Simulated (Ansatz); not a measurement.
Property card for In₂O₃

All numbers below come from Ansatz, DFT PBE, scalar-relativistic, plane waves, PAW.

Settings: cutoff 420 eV, Γ-centred mesh 14×14×14 on the computed 5-atom cell, Gaussian smearing of 0.01 eV; no spin polarisation.

The structure is relaxed at this level of theory with its symmetry kept, and needn't be the ground state of this composition.

```yaml
crystal:
  lattice:
    - [-1.82279, 1.82279, 5.92671]
    - [1.82279, -1.82279, 5.92671]
    - [1.82279, 1.82279, -5.92671]
  atoms:
    - { symbol: In, position: [0.89191, 0.39191, 0.50000] }
    - { symbol: In, position: [0.60809, 0.10809, 0.50000] }
    - { symbol: O, position: [0.82276, 0.82276, 0.00000] }
    - { symbol: O, position: [0.17724, 0.17724, 0.00000] }
    - { symbol: O, position: [0.50000, 0.50000, 0.00000] }
```

```json
{"Space group": "I-4m2 (No. 119)", "Volume per atom": "15.75 Å³", "Formation energy from the elements' standard states (uncorrected)": "-1.170 eV/atom", "Kohn–Sham band gap": "0.27 eV", "Orbital (Löwdin) character of the top 1 eV of the valence band": "O 2p 93 %", "Orbital (Löwdin) character of the lowest 1 eV of the conduction band": "O 2p 41 %, In 5s 37 %, O 2s 13 %", "Bader charge by site (e)": "In (2 in the cell) 1.74, O (2 in the cell) -1.13, O (1 in the cell) -1.22"}
```

Another cell of In2O3 relaxed alike, in R-3c, lies 0.36 eV/atom lower, so this cell isn't the stable form at this level.

The cell was found from a structure generator's guess, not taken from experiment. Kohn–Sham gaps at this level usually fall short of measured ones. Löwdin shares on free-atom orbitals overweight diffuse shells in the empty bands.
